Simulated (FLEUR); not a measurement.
# A self-consistent single point of InCuS₂ (I-42d, 8 atoms in the cell) with FLEUR

Computed with PBE, all-electron FLAPW (FLEUR), scalar-relativistic valence.

Input:

Input of the input generator:

```
InCuS2
&input film=f /
-5.3135621528 5.3135621528 10.7092952668
5.3135621528 -5.3135621528 10.7092952668
5.3135621528 5.3135621528 -10.7092952668
1.0
1.0 1.0 1.0

8
49 0.5000000000 0.5000000000 0.0000000000
49 0.2500000000 0.7500000000 0.5000000000
29 0.7500000000 0.2500000000 0.5000000000
29 -0.0000000000 0.0000000000 0.0000000000
16 0.8750000000 0.9038000000 0.5288000000
16 0.0962000000 0.6250000000 0.9712000000
16 0.3750000000 0.3462000000 0.4712000000
16 0.6538000000 0.1250000000 0.0288000000

&comp jspins=1 /
&kpt div1=4 div2=4 div3=4 gamma=t /
&end /
```

```xml
<?xml version="1.0" encoding="UTF-8" standalone="no"?>
<fleurInput fleurInputVersion="0.39">
   <comment>
      InCuS2                                                                                              
   </comment>
   <calculationSetup>
      <cutoffs Kmax="4.0" Gmax="16.0" GmaxXC="16.0" numbands="0"/>
      <scfLoop itmax="60" minDistance="0.00001" maxIterBroyd="99" imix="Anderson" alpha="0.05" precondParam="0.0" spinf="2.0"/>
      <coreElectrons ctail="T" frcor="F" kcrel="0" coretail_lmax="0"/>
      <xcFunctional name="pbe" relativisticCorrections="F"/>
      <magnetism jspins="1"/>
      <soc l_soc="F" theta="0.0" phi="0.0" spav="F"/>
      <expertModes spex="0" secvar="F"/>
      <geometryOptimization l_f="T" forcealpha="1.0" forcemix="BFGS" epsdisp="0.00001" epsforce="0.00001"/>
      <ldaU l_linMix="F" mixParam="0.05" spinf="1.0"/>
   </calculationSetup>
   <cell>
      <bzIntegration valenceElectrons="72.0" mode="gauss" fermiSmearingEnergy="0.00499791">
         <kPointListSelection listName="default-1"/>
         <!-- k-points included here -->
         <xi:include xmlns:xi="http://www.w3.org/2001/XInclude" href="kpts.xml"> </xi:include>
      </bzIntegration>
      <!-- symmetry operations included here -->
      <xi:include xmlns:xi="http://www.w3.org/2001/XInclude" href="sym.xml"> </xi:include>
      <bulkLattice scale="1.0">
         <bravaisMatrix>
            <row-1>   -5.3135621528000003     5.3135621528000003    10.7092952667999999</row-1>
            <row-2>    5.3135621528000003    -5.3135621528000003    10.7092952667999999</row-2>
            <row-3>    5.3135621528000003     5.3135621528000003   -10.7092952667999999</row-3>
         </bravaisMatrix>
      </bulkLattice>
   </cell>
   <atomSpecies>
      <species name="Indium (In)" element="In" atomicNumber="49">
         <mtSphere radius="2.68" gridPoints="925" logIncrement="0.014"/>
         <atomicCutoffs lmax="10" lnonsphr="8"/>
         <electronConfig flipSpins="F">
            <coreConfig>(1s1/2) (2s1/2) (2p1/2) (2p3/2) (3s1/2) (3p1/2) (3p3/2) (4s1/2) (3d3/2) (3d5/2) (4p1/2) (4p3/2)</coreConfig>
            <valenceConfig>(5s1/2) (4d3/2) (4d5/2) (5p1/2) (5p3/2)</valenceConfig>
            <stateOccupation state="(5p1/2)" spinUp="0.1666666666667" spinDown="0.1666666666667"/>
            <stateOccupation state="(5p3/2)" spinUp="0.3333333333333" spinDown="0.3333333333333"/>
         </electronConfig>
         <energyParameters s="5" p="5" d="5" f="4"/>
         <lo type="SCLO" l="2" n="4" eDeriv="0"/>
      </species>
      <species name="Copper (Cu)" element="Cu" atomicNumber="29">
         <mtSphere radius="2.51" gridPoints="867" logIncrement="0.014"/>
         <atomicCutoffs lmax="10" lnonsphr="8"/>
         <electronConfig flipSpins="F">
            <coreConfig>(1s1/2) (2s1/2) (2p1/2) (2p3/2) (3s1/2) (3p1/2) (3p3/2)</coreConfig>
            <valenceConfig>(4s1/2) (3d3/2) (3d5/2)</valenceConfig>
            <stateOccupation state="(4s1/2)" spinUp="0.5" spinDown="0.5"/>
         </electronConfig>
         <energyParameters s="4" p="4" d="3" f="4"/>
         <lo type="HELO" l="2" n="4" eDeriv="0"/>
      </species>
      <species name="Sulfur (S)" element="S" atomicNumber="16">
         <mtSphere radius="1.64" gridPoints="565" logIncrement="0.02"/>
         <atomicCutoffs lmax="6" lnonsphr="4"/>
         <electronConfig flipSpins="F">
            <coreConfig>(1s1/2) (2s1/2) (2p1/2) (2p3/2)</coreConfig>
            <valenceConfig>(3s1/2) (3p1/2) (3p3/2)</valenceConfig>
            <stateOccupation state="(3p1/2)" spinUp="0.6666666666667" spinDown="0.6666666666667"/>
            <stateOccupation state="(3p3/2)" spinUp="1.3333333333333" spinDown="1.3333333333333"/>
         </electronConfig>
         <energyParameters s="3" p="3" d="3" f="4"/>
      </species>
   </atomSpecies>
   <atomGroups>
      <atomGroup species="Indium (In)">
         <relPos label="                   1">1.000/2.000 1.000/2.000 .0000000000</relPos>
         <relPos label="                   2">1.000/4.000 -1.000/4.000 1.000/2.000</relPos>
         <force calculate="T" relaxXYZ="TTT"/>
      </atomGroup>
      <atomGroup species="Copper (Cu)">
         <relPos label="                   3">-1.000/4.000 1.000/4.000 1.000/2.000</relPos>
         <relPos label="                   4">.0000000000 .0000000000 .0000000000</relPos>
         <force calculate="T" relaxXYZ="TTT"/>
      </atomGroup>
      <atomGroup species="Sulfur (S)">
         <relPos label="                   5">-1.000/8.000 -.0962000000 -.4712000000</relPos>
         <relPos label="                   6">.0962000000 -3.000/8.000 -.0288000000</relPos>
         <relPos label="                   7">3.000/8.000 .3462000000 .4712000000</relPos>
         <relPos label="                   8">-.3462000000 1.000/8.000 .0288000000</relPos>
         <force calculate="T" relaxXYZ="TTT"/>
      </atomGroup>
   </atomGroups>
   <output dos="F" band="F" slice="F">
      <checks vchk="F" cdinf="F"/>
      <bandDOS minEnergy="-.5*Htr" maxEnergy="0.5*Htr" sigma="0.015" storeEVData="T"/>
      <vacuumDOS vacdos="F" integ="F" star="F" nstars="0" locx1="0.0" locy1="0.0" locx2="0.0" locy2="0.0" nstm="0" tworkf="0.0"/>
      <unfoldingBand unfoldBand="F" supercellX="1" supercellY="1" supercellZ="1"/>
      <plotting iplot="0" polar="F">
         <plot TwoD="T" vec1="  1.0  0.0  0.0" vec2="  0.0  1.0  0.0" vec3="  0.0  0.0  1.0" zero="  0.0  0.0  0.0" file="plot"/>
      </plotting>
      <chargeDensitySlicing numkpt="0" minEigenval="0.0" maxEigenval="0.0" nnne="0" pallst="F"/>
      <specialOutput eonly="F"/>
      <magneticCircularDichroism mcd="F" energyLo="-10.0" energyUp="0.0"/>
   </output>
  <!-- We include the file relax.xml here to enable relaxations (see documentation) -->
  <xi:include xmlns:xi="http://www.w3.org/2001/XInclude" href="relax.xml"> <xi:fallback/> </xi:include>
</fleurInput>
```

Output, abridged:

```
      Welcome to FLEUR        (www.flapw.de)
      MaX-Release 8.1          (www.max-centre.eu)

 ========== k-point set info ==========
 Selected k-point list: default-1
 k-point list type: mesh
 4 x 4 x 4
 Number of k points: 13

 ------------Calculation Setup---------------------------
 Number of basis functions:         1369
 Iteration:     1   Distance:      13.94234135 me/bohr^3
 Iteration:     2   Distance:       9.51734648 me/bohr^3
 Iteration:     3   Distance:       6.15718500 me/bohr^3
 Iteration:     4   Distance:       5.66259189 me/bohr^3
 Iteration:     5   Distance:       5.28686936 me/bohr^3
 Iteration:     6   Distance:       1.64096381 me/bohr^3
   [... 9 lines left out ...]
 Iteration:    16   Distance:       0.00021890 me/bohr^3
 Iteration:    17   Distance:       0.00004926 me/bohr^3
 Iteration:    18   Distance:       0.00002367 me/bohr^3
 Iteration:    19   Distance:       0.00001658 me/bohr^3
 Iteration:    20   Distance:       0.00000367 me/bohr^3
 Reset of history
 Run finished successfully
 Stop message:
   Structural relaxation: new displacements generated

[file out, last iteration]
             iter=     21
          p o t e n t i a l   g e n e r a t o r
[...]
          integral of pseudo charge density inside the slab=        0.000000   0.000000
     coulomb potential in the interstitial region:
          density-coulomb potential integrals
          total density-coulomb potenti   -26485.8008896429
          density-effective potential integrals for spin  1
          total density-effective poten   -2.7211911720E+04
          charge density-energy density integrals
          total charge density-energy d   -5.5798840899E+02
 Updated energy parameters for spin:           1
  Atom    1 5s branch from -4.06 to  0.74 htr. ; e_l = -0.0264
  Atom    1 5p branch from -2.53 to  1.33 htr. ; e_l =  0.1628
  Atom    1 5d branch from -0.31 to  2.43 htr. ; e_l =  0.3575
  Atom    1 4f branch from -9.99 to  1.82 htr. ; e_l =  0.4978
  Atom    1 4d branch from-15.55 to -0.31 htr. ; e_l(l -0.3542
  Atom    2 4s branch from -3.91 to  1.06 htr. ; e_l =  0.0922
  Atom    2 4p branch from -2.34 to  1.60 htr. ; e_l =  0.2476
  Atom    2 3d branch from -9.99 to  0.18 htr. ; e_l =  0.1265
  Atom    2 4f branch from -9.99 to  3.07 htr. ; e_l =  0.5777
  Atom    2-4d branch from  2.00 to  2.00 htr. ; e_l(l  2.0034
  Atom    3 3s branch from -7.38 to  1.77 htr. ; e_l = -0.5490
  Atom    3 3p branch from -5.35 to  2.35 htr. ; e_l = -0.3411
  Atom    3 3d branch from -9.99 to  2.71 htr. ; e_l = -0.1448
  Atom    3 4f branch from -9.99 to  6.50 htr. ; e_l =  0.0185
[...]
 fermi energy and band-weighting factors:
at   0.00000   0.00000   0.00000   k-weight:    0.015625
   55 eigenvalues :
   -0.368298   -0.367933   -0.367933   -0.358730   -0.358041   -0.358041   -0.355736   -0.355608
   -0.354782   -0.354559   -0.323149   -0.268691   -0.267809   -0.267809   -0.052152   -0.025466
    0.005481    0.027883    0.031019    0.046190    0.046190    0.056640    0.056640    0.069285
    0.069285    0.071862    0.121114    0.122025    0.125550    0.135650    0.135650    0.135866
   [... lines left out ...]
          first approx. to ef    (T=0)  :   0.187010 htr   (energy of the highest occ. eigenvalue)
          total moment                 =     0.00000
 Direct bandgap for spin            1 :    4.8545141277361148E-002  Htr
   [... lines left out ...]
          zc=   220.000000     qfix=    1.000000
     t o t a l  e n e r g y
          sum of eigenvalues =             -9877.2221537888
          density-coulomb potential int   -26485.8008896429
          density-effective potential i   -27211.9117196583
          charge density-ex.-corr.energ     -557.9884089899
          el.-nucl. inter. diff. m.t.      14258.8616257109
          Madelung term for atom type:       -34.4236607797
          el.-nucl. inter. diff. m.t.       3985.5765858153
          Madelung term for atom type:       -12.5964248193
          el.-nucl. inter. diff. m.t.       1856.4776927636
          Madelung term for atom type:       -59.4828378651
 ---->    total energy=                   -16673.6181156957 htr
 ---->    (input%tkb*entropy) TS=              0.0000000000 htr
 ---->    free energy=                    -16673.6181156957 htr
      extrapolation for T->0
 ---->    total electron energy=          -16673.6181156957 htr
 ***** TOTAL FORCES ON ATOMS *****
 TOTAL FORCE FOR ATOM TYPE=  1  X=  0.000   Y=  0.000   Z= 10.709
                       FX_TOT= 0.000000 FY_TOT= 0.000000 FZ_TOT= 0.000000
 TOTAL FORCE FOR ATOM TYPE=  2  X=  5.314   Y=  0.000   Z= -5.355
                       FX_TOT= 0.000000 FY_TOT= 0.000000 FZ_TOT= 0.000000
 TOTAL FORCE FOR ATOM TYPE=  3  X= -2.351   Y= -2.657   Z=  2.677
                       FX_TOT= 0.000228 FY_TOT= 0.000000 FZ_TOT= 0.000000
```

The run converged in 20 iterations. FLEUR gives forces in its relaxation mode, with a further iteration, so its stop message speaks of a relaxation.

The starting cell comes from a database of computed structures (which also holds hypothetical and non-ambient phases and stackings), without a prior relaxation at this level. Its lattice was rescaled by a random factor within 2.5 % of one. Spin polarisation is off. Values depend on the basis (sphere radii, cutoffs, local orbitals), which need not be converged. No gap is read from this output. The log's line on a gap gives a spacing of levels on this mesh, which the program prints for metals too.

Cost on one core of a shared machine: roughly 10 min.
